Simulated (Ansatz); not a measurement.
KBr (started from an entry of an open crystallographic database), relaxed with r2SCAN. The symmetry is Fm-3m (No. 225, cubic); conventional cell a = 6.605 Å, 36.02 Å³ an atom. Around K lie 6 Br at 3.30 Å; around Br lie 6 K at 3.30 Å.

```xyz
2
Lattice="0.0000 3.3024 3.3024 3.3024 0.0000 3.3024 3.3024 3.3024 0.0000" Properties=species:S:1:pos:R:3 pbc="T T T"
K     0.0000    0.0000    0.0000
Br    3.3024    3.3024    3.3024
```

4 runs of the PAW code Ansatz on this cell differ in the functional (and in the settings that go with it). Levels are in eV from each run's valence top; v1 is the last filled band, c1 the first empty one.

Run A, mean stress -1.7 GPa (compression positive):
```tsv
point	v4	v3	v2	v1	c1	c2
Γ	-11.14	0.00	0.00	0.00	4.02	7.36
X	-11.18	-0.85	-0.30	-0.30	5.57	6.85
U	-11.08	-0.73	-0.68	-0.34	6.29	7.82
L	-10.92	-1.24	-0.35	-0.35	6.24	7.92
W	-11.06	-0.62	-0.62	-0.56	7.09	7.09
```

Run B, mean stress +0.7 GPa (compression positive):
```tsv
point	v4	v3	v2	v1	c1	c2
Γ	-11.26	0.00	0.00	0.00	4.43	7.60
X	-11.29	-0.81	-0.28	-0.28	5.87	7.19
U	-11.18	-0.69	-0.64	-0.33	6.59	8.15
L	-11.01	-1.17	-0.33	-0.33	6.58	8.23
W	-11.16	-0.58	-0.58	-0.53	7.38	7.38
```

Run C, mean stress +0.2 GPa (compression positive):
```tsv
point	v4	v3	v2	v1	c1	c2
Γ	-12.56	0.00	0.00	0.00	7.41	10.92
X	-12.60	-0.93	-0.33	-0.33	8.90	10.39
U	-12.49	-0.79	-0.71	-0.37	9.67	11.39
L	-12.30	-1.30	-0.36	-0.36	9.55	11.53
W	-12.46	-0.66	-0.66	-0.59	10.53	10.53
```

Run D, mean stress 0.0 GPa (compression positive):
```tsv
point	v4	v3	v2	v1	c1	c2
Γ	-11.52	0.00	0.00	0.00	5.07	8.23
X	-11.56	-0.82	-0.29	-0.29	6.36	8.01
U	-11.45	-0.70	-0.63	-0.33	7.11	8.99
L	-11.28	-1.16	-0.33	-0.33	7.12	8.86
W	-11.43	-0.59	-0.59	-0.53	7.93	7.93
```

Task: Match the runs to LDA, PBE, r2SCAN, DDH-PBE0.

Result: A is LDA, B is PBE, C is DDH-PBE0, D is r2SCAN. In order of the gap: LDA 4.02, PBE 4.43, r2SCAN 5.07, DDH-PBE0 7.41 eV.

No spin polarisation and no zero-point or thermal motion.

Spin-orbit coupling is left out.

The stress of a hybrid is loosely converged in these runs.

The meshes of the hybrids are coarse, so their gaps aren't converged to the digits shown.
